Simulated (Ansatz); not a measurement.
**Two-dimensional strain map in InP**

Computed with Ansatz, DFT r2SCAN, scalar-relativistic, plane waves, PAW. The runs took a 500 eV cutoff, a Γ-centred 8×8×8 mesh and Gaussian smearing (0.05 eV). No spin polarisation. Energies are free energies at this smearing, counted from the undisturbed cell; pressure is positive in compression.

Zero of the scan (as given, not relaxed at this level; it stands at 1.7 GPa):

```
CELL_PARAMETERS angstrom
0.00000 2.93050 2.93050
2.93050 0.00000 2.93050
2.93050 2.93050 0.00000
ATOMIC_POSITIONS crystal
In 0.00000 0.00000 0.00000
P 0.75000 0.75000 0.75000
```

The cell is strained by p along both x and y and by q along z, fractional coordinates fixed. Points are written (p, q).

p was sampled at -0.030, -0.015, 0.000, 0.015, 0.030 and q at -0.030, -0.015, 0.000, 0.015, 0.030.

Where on the computed points is the energy highest, and how high?

At (-0.030, -0.030): 76.6 meV/atom.

Away from (0, 0), which computed point is lowest?

(0.015, 0.000): -2.3 meV/atom.

The map, in meV/atom:

```
 p \ q  -0.030  -0.015  0.000  0.015  0.030
-0.030    76.6    56.5   40.8   29.6   22.7
-0.015    39.1    24.4   14.0    7.5    5.1
 0.000    15.5     5.8    0.0   -2.1   -0.7
 0.015     4.6    -0.6   -2.3   -0.6    4.4
 0.030     5.1     3.9    5.9   11.0   19.1
```